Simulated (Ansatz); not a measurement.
Crystal: HfC.

```
CELL_PARAMETERS angstrom
-1.39667 2.49718 1.84734
1.39667 -2.49718 1.84734
1.39667 2.49718 -1.84734
ATOMIC_POSITIONS crystal
Hf 0.98471 0.98471 0.00000
C 0.67945 0.17945 0.50000
```

The cell was built by a generator and needn't be a form met in nature.

| Property | Result |
| --- | --- |
| Program | Ansatz 0.2.0 |
| Task | relaxation of cell and atoms |
| Functional | HSEsol |
| Potentials or basis | Ansatz PAW |
| Cutoff | 420 eV (not typed: the program's choice for these potentials) |
| k mesh | 6 × 6 × 6 |
| Occupations | fermi-dirac, width 0.05 eV |
| Spin | no spin polarisation |

At the start: volume 12.89 Å³/atom.

Question: How do energy, volume and symmetry change on relaxing?

Answer: It ends after 11 steps and the volume is 12.26 Å³/atom (-4.8 %); space group Fm-3m (No. 225, to 0.05 Å).

The path:
```csv
step,energy change (eV),largest force (eV/Å),volume (Å³)
1,0.0000,11.7533,25.77
2,-2.3658,5.1592,26.31
3,-3.5720,3.3041,25.07
4,-4.2066,1.5523,23.68
5,-4.3932,0.0095,25.03
6,-4.4041,0.0016,24.47
7,-4.4041,0.0004,24.49
8,-4.4172,0.0004,24.49
9,-4.4177,0.0007,24.53
10,-4.4178,0.0000,24.53
11,-4.4178,0.0000,24.53
```

Final structure:
```
CELL_PARAMETERS angstrom
-1.63060 2.30597 1.63063
1.63060 -2.30597 1.63063
1.63060 2.30597 -1.63063
ATOMIC_POSITIONS crystal
Hf 0.08208 0.08208 0.00000
C 0.58208 0.08208 0.50000
```

Caveat: the k mesh is coarse (spacing up to 0.47 Å⁻¹), so the values aren't converged, least of all with exact exchange; the plane-wave basis is chosen anew once the cell has moved, so the energies of steps on either side of that aren't comparable; the PAW data sets come from PBE, with cores solved anew for the run's functional, which leaves a small shift of forces and pressure.
